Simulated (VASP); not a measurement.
# BN (F-43m) in VASP: notebook, part 2 of 2

VASP 6.6.1. The steps go on from the part before.

## 5. Electric field gradients, PBEsol (volume scaled by 0.96)

INCAR

```
PREC = Accurate
ENCUT = 520
EDIFF = 1E-8
ISMEAR = -1
SIGMA = 0.03
LREAL = F
LASPH = T
NELM = 100
ALGO = Normal
ISIF = 2
LWAVE = F
LCHARG = F
GGA = PS
LEFG = T
NBANDS = 11
```

KPOINTS

```
regular mesh
0
Gamma
  13 13 13
```

POSCAR

```
BN
1.0
    0.0000000000      1.7830713297      1.7830713297
    1.7830713297      0.0000000000      1.7830713297
    1.7830713297      1.7830713297      0.0000000000
B N
1 1
Direct
    0.0000000000      0.0000000000      0.0000000000
    0.7500000000      0.7500000000      0.7500000000
```

Potentials or basis: VASP PAW PBE potentials, release 64 (B, N).

Run with:

```
> cat potpaw_PBE.64/B/POTCAR potpaw_PBE.64/N/POTCAR > POTCAR
> mpirun -np 1 vasp_std > vasp.out
```

OUTCAR:

```text
PREC = Accurate
   ENCUT = 520
   EDIFF = 1E-8
   ISMEAR = -1
   LREAL = F
   LASPH = T
   NELM = 100
   ISIF = 2
   GGA = PS

 ion  position               nearest neighbor table
   1  0.000  0.000  0.000-   2 1.54   2 1.54   2 1.54   2 1.54
   2  0.750  0.750  0.750-   1 1.54   1 1.54   1 1.54   1 1.54

  LATTYP: Found a face centered cubic cell.
 ALAT       =     3.5661426594

  Lattice vectors:

 A1 = (   0.0000000000,   1.7830713297,   1.7830713297)
 A2 = (   1.7830713297,   0.0000000000,   1.7830713297)
 A3 = (   1.7830713297,   1.7830713297,   0.0000000000)

Analysis of symmetry for initial positions (statically):
=====================================================================
 Subroutine PRICEL returns:
 Original cell was already a primitive cell.

 Routine SETGRP: Setting up the symmetry group for a
 face centered cubic supercell.

 Subroutine GETGRP returns: Found 24 space group operations
 (whereof 24 operations were pure point group operations)
 out of a pool of 48 trial point group operations.

The static configuration has the point symmetry T_d .

Analysis of symmetry for dynamics (positions and initial velocities):
=====================================================================
 Subroutine PRICEL returns:
 Original cell was already a primitive cell.

 Routine SETGRP: Setting up the symmetry group for a
 face centered cubic supercell.

 Subroutine GETGRP returns: Found 24 space group operations
 (whereof 24 operations were pure point group operations)
 out of a pool of 48 trial point group operations.

The dynamic configuration has the point symmetry T_d .

 Subroutine INISYM returns: Found 24 space group operations
 (whereof 24 operations are pure point group operations),
 and found     1 'primitive' translations

----------------------------------------------------------------------------------------

                                     Primitive cell

  volume of cell :      11.3380

  direct lattice vectors                    reciprocal lattice vectors
     0.000000000  1.783071330  1.783071330    -0.280415030  0.280415030  0.280415030
     1.783071330  0.000000000  1.783071330     0.280415030 -0.280415030  0.280415030
     1.783071330  1.783071330  0.000000000     0.280415030  0.280415030 -0.280415030

  length of vectors
     2.521643657  2.521643657  2.521643657     0.485693079  0.485693079  0.485693079

  position of ions in fractional coordinates (direct lattice)
     0.000000000  0.000000000  0.000000000
     0.750000000  0.750000000  0.750000000

  ion indices of the primitive-cell ions
   primitive index   ion index
                 1           1
                 2           2

----------------------------------------------------------------------------------------

 KPOINTS: regular mesh

Automatic generation of k-mesh.
[... 79 lines left out ...]
   EMIN   =  10.00;   EMAX   =-10.00  energy-range for DOS
   EFERMI =   0.00;   METHOD = LEGACY
   ISMEAR =    -1;   SIGMA  =   0.03  broadening in eV -4-tet -1-fermi 0-gaus
   EFERMI_NEDOS =   21; number of points for ismear=-14 and -15
   IALGO  =     38    algorithm
   IMIX   =      4    mixing-type and parameters
     AMIX     =   0.40;   BMIX     =  1.00
     AMIX_MAG =   1.60;   BMIX_MAG =  1.00
  volume/ion in A,a.u.               =       5.67        38.26
  Fermi-wavevector in a.u.,A,eV,Ry     =   1.457447  2.754176 28.900840  2.124152
  Thomas-Fermi vector in A             =   2.574247
   LORBIT       =      0    0 simple, 1 ext, 2 COOP (PROOUT), +10 PAW based schemes
   GGA     = PS    functional components
   LHFCALC =     F    Hartree Fock is set to
   AEXX    =    0.0000 exact exchange contribution
   IVDW    =     0    specifies the selected vdW correction
   LEPSILON=     F    determine dielectric tensor
   LRPA    =     F    only Hartree local field effects (RPA)
 non-spin polarized calculation
  energy-cutoff  :      520.00
  volume of cell :       11.34
 maximum number of plane-waves:       322
   NGX =  9   NGY =  9   NGZ =  9

 number of electron       7.9999998 magnetization

 Free energy of the ion-electron system (eV)
  ---------------------------------------------------
  ext. energy  EPLUGINS =         0.00000000
  ---------------------------------------------------
  free energy    TOTEN  =       -18.32882401 eV

  energy without entropy =      -18.32882401  energy(sigma->0) =      -18.32882401

 E-fermi :   8.5237     XC(G=0): -13.2166

 val. band max:        7.8742295392   @ k =   0.0000   0.0000   0.0000
 cond. band min:      12.2719554988   @ k =   0.4615   0.4615   0.0000
 fundamental gap:      4.3977259597
 Fermi energy:         8.5237374546

 k-point     1 :       0.0000    0.0000    0.0000
  band No.  band energies     occupation
      1     -12.8518      2.00000
      2       7.8742      2.00000
      3       7.8742      2.00000
      4       7.8742      2.00000
      5      16.8278      0.00000
      6      16.8278      0.00000
      7      16.8278      0.00000
      8      18.8086      0.00000
      9      33.1568      0.00000
     10      36.0695      0.00000
     11      36.0695      0.00000
[... 309 lines left out ...]
 k-point    24 :       0.4615    0.1538    0.0000
  band No.  band energies     occupation
      1      -8.6679      2.00000
      2      -1.7712      2.00000
      3       4.4869      2.00000
      4       4.9041      2.00000
      5      16.8494      0.00000
      6      20.4274      0.00000
      7      20.6476      0.00000
      8      22.9201      0.00000
      9      29.0399      0.00000
     10      34.7983      0.00000
     11      36.4080      0.00000

 [... further k-points ...]

------------------------ aborting loop because EDIFF is reached ----------------------------------------

  FORCE on cell =-STRESS in cart. coord.  units (eV):
  Direction    XX          YY          ZZ          XY          YZ          ZX
  --------------------------------------------------------------------------------------
  -------------------------------------------------------------------------------------
  Total        1.0122286      1.0122286      1.0122286      0.0000000     -0.0000000      0.0000000
  in kB      143.0385287    143.0385287    143.0385287      0.0000000     -0.0000000      0.0000000
  external PRESSURE =     143.0385287 kB  Pullay stress =       0.0000000 kB

 VOLUME and BASIS-vectors are now :
 -----------------------------------------------------------------------------
  energy-cutoff  :      520.00
  volume of cell :       11.34
      direct lattice vectors                 reciprocal lattice vectors
     0.000000000  1.783071330  1.783071330    -0.280415030  0.280415030  0.280415030
     1.783071330  0.000000000  1.783071330     0.280415030 -0.280415030  0.280415030
     1.783071330  1.783071330  0.000000000     0.280415030  0.280415030 -0.280415030

 POSITION                                       TOTAL-FORCE (eV/Angst)
 -----------------------------------------------------------------------------------
      0.00000      0.00000      0.00000        -0.000000     -0.000000     -0.000000
      2.67461      2.67461      2.67461         0.000000      0.000000      0.000000
 -----------------------------------------------------------------------------------
    total drift:                               -0.000000     -0.000000     -0.000000

  FREE ENERGIE OF THE ION-ELECTRON SYSTEM (eV)
  ---------------------------------------------------
  free  energy   TOTEN  =       -18.3288240146 eV

  energy  without entropy=      -18.3288240146  energy(sigma->0) =      -18.32882401

 Electric field gradients (V/A^2)
---------------------------------------------------------------------
 ion       V_xx      V_yy      V_zz      V_xy      V_xz      V_yz
---------------------------------------------------------------------
   1       0.000    -0.000    -0.000    -0.000    -0.000    -0.000
   2       0.000    -0.000    -0.000    -0.001    -0.001    -0.001
---------------------------------------------------------------------

 Electric field gradients after diagonalization (V/A^2)
 (convention: |V_zz| > |V_xx| > |V_yy|)
----------------------------------------------------------------------
 ion       V_xx      V_yy      V_zz     asymmetry (V_yy - V_xx)/ V_zz
----------------------------------------------------------------------
   1       0.000     0.000    -0.000       0.000
   2       0.001     0.001    -0.001       0.000
----------------------------------------------------------------------

           NMR quadrupolar parameters

 Cq : quadrupolar parameter    Cq=e*Q*V_zz/h
 eta: asymmetry parameters     (V_yy - V_xx)/ V_zz
 Q  : nuclear electric quadrupole moment in mb (millibarn)
----------------------------------------------------------------------
 ion       Cq(MHz)       eta       Q (mb)
----------------------------------------------------------------------
   1      -0.000       0.000       1.000
   2      -0.000       0.000       1.000
----------------------------------------------------------------------
```

OSZICAR:

```text
N       E                     dE             d eps       ncg     rms          rms(c)
DAV:   1     0.895964852805E+01    0.89596E+01   -0.49200E+03  1872   0.723E+02
DAV:   2    -0.188895283342E+02   -0.27849E+02   -0.27221E+02  2260   0.166E+02
DAV:   3    -0.193404232487E+02   -0.45089E+00   -0.45029E+00  2193   0.179E+01
DAV:   4    -0.193408914832E+02   -0.46823E-03   -0.46823E-03  1980   0.644E-01
DAV:   5    -0.193408918726E+02   -0.38943E-06   -0.38941E-06  2142   0.183E-02    0.680E+00
DAV:   6    -0.184475160163E+02    0.89338E+00   -0.26341E+00  1941   0.948E+00    0.341E+00
DAV:   7    -0.183502564082E+02    0.97260E-01   -0.11863E-01  2106   0.271E+00    0.193E+00
DAV:   8    -0.183287982575E+02    0.21458E-01   -0.34416E-02  2070   0.129E+00    0.201E-01
DAV:   9    -0.183288053769E+02   -0.71194E-05   -0.80543E-04  1995   0.247E-01    0.831E-02
DAV:  10    -0.183288222912E+02   -0.16914E-04   -0.59378E-05  2055   0.673E-02    0.136E-02
DAV:  11    -0.183288239940E+02   -0.17028E-05   -0.37662E-06  2076   0.149E-02    0.841E-03
DAV:  12    -0.183288240195E+02   -0.25567E-07   -0.93650E-07  2070   0.649E-03    0.324E-04
DAV:  13    -0.183288240146E+02    0.49605E-08   -0.11043E-08  1295   0.107E-03
   1 F= -.18328824E+02 E0= -.18328824E+02  d E =-.776185E-12
```

stdout:

```text
POSCAR found type information on POSCAR B N
 POSCAR found :  2 types and       2 ions
 scaLAPACK will be used
 -----------------------------------------------------------------------------
|                                                                             |
|                                                                             |
|     You enforced a specific xc type in the INCAR file but a different       |
|     I HOPE YOU KNOW WHAT YOU ARE DOING!                                     |
|                                                                             |
 -----------------------------------------------------------------------------

 LDA part: xc-table for (Slater+PW92), standard interpolation
 POSCAR, INCAR and KPOINTS ok, starting setup
 FFT: planning ... GRIDC
 FFT: planning ... GRID_SOFT
 FFT: planning ... GRID
 WAVECAR not read
 entering main loop
ion   1

ion   2
```

Wall time 8.9 s (1 thread of Intel Xeon 6975P-C (Granite Rapids), shared host); peak memory 0.12 GiB.

What came out:

| Quantity | Value |
| --- | --- |
| Free energy | -18.3288 eV |
| Pressure | 14.3 GPa |
| Band gap on the k mesh | 4.40 eV, indirect (least direct gap 8.95 eV) |

Levels at points of the mesh, in eV from the valence-band top:
```tsv
k point	band 1	band 2	band 3	band 4	band 5	band 6	band 7	band 8
(0.00, 0.00, 0.00)	-20.73	0.00	0.00	0.00	8.95	8.95	8.95	10.93
```

Caveat: without QUAD_EFG the Cq values of the log hold for a quadrupole moment of 1 mb, not for the nuclei; the PAW data sets were made with another functional, which shifts forces and pressure a little. A k mesh can miss the band edges.

## 6. Electric field gradients, PBEsol (volume scaled by 0.96)

INCAR

```
SYSTEM = BN
ALGO = Normal
EDIFF = 1E-8
ENCUT = 520
GGA = PS
ISIF = 2
ISMEAR = -1
LASPH = .True.
LCHARG = .False.
LEFG = .True.
LREAL = .False.
LWAVE = .False.
NBANDS = 11
NELM = 80
PREC = Accurate
SIGMA = 0.03
```

KPOINTS

```
k-points
0
Gamma
  13 13 13
  0 0 0
```

POSCAR is that of step 5.

Potentials or basis: VASP PAW PBE potentials, release 64 (B, N).

Run with:

```
> cat potpaw_PBE.64/B/POTCAR potpaw_PBE.64/N/POTCAR > POTCAR
> mpirun -np 1 vasp_std > vasp.out
```

OUTCAR:

```text
SYSTEM = BN
   EDIFF = 1E-8
   ENCUT = 520
   GGA = PS
   ISIF = 2
   ISMEAR = -1
   LASPH = .True.
   LREAL = .False.
   NELM = 80
   PREC = Accurate

 ion  position               nearest neighbor table
   1  0.000  0.000  0.000-   2 1.54   2 1.54   2 1.54   2 1.54
   2  0.750  0.750  0.750-   1 1.54   1 1.54   1 1.54   1 1.54

  LATTYP: Found a face centered cubic cell.
 ALAT       =     3.5661426594

  Lattice vectors:

 A1 = (   0.0000000000,   1.7830713297,   1.7830713297)
 A2 = (   1.7830713297,   0.0000000000,   1.7830713297)
 A3 = (   1.7830713297,   1.7830713297,   0.0000000000)

Analysis of symmetry for initial positions (statically):
=====================================================================
 Subroutine PRICEL returns:
 Original cell was already a primitive cell.

 Routine SETGRP: Setting up the symmetry group for a
 face centered cubic supercell.

 Subroutine GETGRP returns: Found 24 space group operations
 (whereof 24 operations were pure point group operations)
 out of a pool of 48 trial point group operations.

The static configuration has the point symmetry T_d .

Analysis of symmetry for dynamics (positions and initial velocities):
=====================================================================
 Subroutine PRICEL returns:
 Original cell was already a primitive cell.

 Routine SETGRP: Setting up the symmetry group for a
 face centered cubic supercell.

 Subroutine GETGRP returns: Found 24 space group operations
 (whereof 24 operations were pure point group operations)
 out of a pool of 48 trial point group operations.

The dynamic configuration has the point symmetry T_d .

[... 478 lines left out ...]
      3       4.4869      2.00000
      4       4.9041      2.00000
      5      16.8494      0.00000
      6      20.4274      0.00000
      7      20.6476      0.00000
      8      22.9201      0.00000
      9      29.0399      0.00000
     10      34.7983      0.00000
     11      36.4080      0.00000

 [... further k-points ...]

------------------------ aborting loop because EDIFF is reached ----------------------------------------

  FORCE on cell =-STRESS in cart. coord.  units (eV):
  Direction    XX          YY          ZZ          XY          YZ          ZX
  --------------------------------------------------------------------------------------
  -------------------------------------------------------------------------------------
  Total        1.0122286      1.0122286      1.0122286      0.0000000     -0.0000000      0.0000000
  in kB      143.0385287    143.0385287    143.0385287      0.0000000     -0.0000000      0.0000000
  external PRESSURE =     143.0385287 kB  Pullay stress =       0.0000000 kB

 VOLUME and BASIS-vectors are now :
 -----------------------------------------------------------------------------
  energy-cutoff  :      520.00
  volume of cell :       11.34
      direct lattice vectors                 reciprocal lattice vectors
     0.000000000  1.783071330  1.783071330    -0.280415030  0.280415030  0.280415030
     1.783071330  0.000000000  1.783071330     0.280415030 -0.280415030  0.280415030
     1.783071330  1.783071330  0.000000000     0.280415030  0.280415030 -0.280415030

 POSITION                                       TOTAL-FORCE (eV/Angst)
 -----------------------------------------------------------------------------------
      0.00000      0.00000      0.00000        -0.000000     -0.000000     -0.000000
      2.67461      2.67461      2.67461         0.000000      0.000000      0.000000
 -----------------------------------------------------------------------------------
    total drift:                               -0.000000     -0.000000     -0.000000

  FREE ENERGIE OF THE ION-ELECTRON SYSTEM (eV)
  ---------------------------------------------------
  free  energy   TOTEN  =       -18.3288240146 eV

  energy  without entropy=      -18.3288240146  energy(sigma->0) =      -18.32882401

 Electric field gradients (V/A^2)
---------------------------------------------------------------------
 ion       V_xx      V_yy      V_zz      V_xy      V_xz      V_yz
---------------------------------------------------------------------
   1       0.000    -0.000    -0.000    -0.000    -0.000    -0.000
   2       0.000    -0.000    -0.000    -0.001    -0.001    -0.001
---------------------------------------------------------------------

 Electric field gradients after diagonalization (V/A^2)
 (convention: |V_zz| > |V_xx| > |V_yy|)
----------------------------------------------------------------------
 ion       V_xx      V_yy      V_zz     asymmetry (V_yy - V_xx)/ V_zz
----------------------------------------------------------------------
   1       0.000     0.000    -0.000       0.000
   2       0.001     0.001    -0.001       0.000
----------------------------------------------------------------------

           NMR quadrupolar parameters

 Cq : quadrupolar parameter    Cq=e*Q*V_zz/h
 eta: asymmetry parameters     (V_yy - V_xx)/ V_zz
 Q  : nuclear electric quadrupole moment in mb (millibarn)
----------------------------------------------------------------------
 ion       Cq(MHz)       eta       Q (mb)
----------------------------------------------------------------------
   1      -0.000       0.000       1.000
   2      -0.000       0.000       1.000
----------------------------------------------------------------------
```

stdout:

```text
POSCAR found type information on POSCAR B N
 POSCAR found :  2 types and       2 ions
 scaLAPACK will be used
 -----------------------------------------------------------------------------
|                                                                             |
|                                                                             |
|     You enforced a specific xc type in the INCAR file but a different       |
|     I HOPE YOU KNOW WHAT YOU ARE DOING!                                     |
|                                                                             |
 -----------------------------------------------------------------------------

 LDA part: xc-table for (Slater+PW92), standard interpolation
 POSCAR, INCAR and KPOINTS ok, starting setup
 FFT: planning ... GRIDC
 FFT: planning ... GRID_SOFT
 FFT: planning ... GRID
 WAVECAR not read
 entering main loop
ion   1

ion   2
```

Run time: 9.7 s. Hardware: 1 thread of Intel Xeon 6975P-C (Granite Rapids), shared host; peak memory 0.12 GiB.

Results:

* Free energy: -18.3288 eV
* Pressure: 14.3 GPa
* Band gap on the k mesh: 4.40 eV, indirect (least direct gap 8.95 eV)

Caveat: without QUAD_EFG the Cq values of the log hold for a quadrupole moment of 1 mb, not for the nuclei; the PAW data sets were made with another functional, which shifts forces and pressure a little. A k mesh can miss the band edges.

## 7. Overview

| cell | gap on the mesh (eV) | pressure (GPa) |
| --- | --- | --- |
| a = 2.539 Å, angles 60.0°, 2 atoms | 4.38 | 5.6 |
| a = 2.556 Å, angles 60.0°, 2 atoms | 4.35 | -2.4 |
| a = 2.522 Å, angles 60.0°, 2 atoms | 4.40 | 14.3 |

Alike in all rows: task electric field gradients; level PBEsol; potentials or basis VASP PAW PBE potentials, release 64 (B, N); no spin polarisation; k mesh 13 × 13 × 13; cutoff (eV) 520; smearing fermi-dirac 0.03 eV.

Caveats: the PAW data sets were made with another functional, which shifts forces and pressure a little.

Absolute energies hang on the potentials; compare differences alone.

## 8. Against experiment

Step 4. A measured gap of BN is 6.4 eV (indirect; 300 K; a printed reference work, monograph); the calculated 4.35 eV misses it by -2.05 eV. The value is that of PBEsol on a finite k mesh, which can miss the band edges, without temperature or zero-point motion. Semilocal functionals fall short of measured gaps as a rule.
